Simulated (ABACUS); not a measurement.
## Si2Mo in ABACUS: the effect of dispersion

The system is Si2Mo.

```
Mo Si
1.0
    -1.60000    1.60000    3.93050
     1.60000   -1.60000    3.93050
     1.60000    1.60000   -3.93050
Mo Si
1 2
Direct
  0.00000 0.00000 0.00000
  0.66700 0.66700 0.00000
  0.33300 0.33300 0.00000
```

Alike in all runs:

* Program: ABACUS 3.10.1
* Task: relaxation of cell and atoms
* Functional: PBE
* Potentials or basis: PseudoDojo NC SR 0.4.1 PBE standard
* Cutoff: 1102 eV
* Density cutoff: 4408 eV
* Basis: plane waves
* k mesh: 8 × 8 × 8
* Occupations: fermi-dirac, width 0.05 eV
* Spin: no spin polarisation
* Target pressure: 5 GPa

Each run relaxes the cell or the atoms first.

```csv
dispersion,relaxed volume (Å³/atom)
none,?
D2,12.98
D3,12.97
D3(BJ),12.85
D3(BJ)+ABC,12.92
```

Q: What does the run with dispersion none give?

A: Relaxed volume 13.27 Å³/atom.

Caveats: there are fewer bands than atomic start orbitals, so a level may be missed at k points of high symmetry; pairwise dispersion overbinds metals, which lowers pressure and volume (some runs).
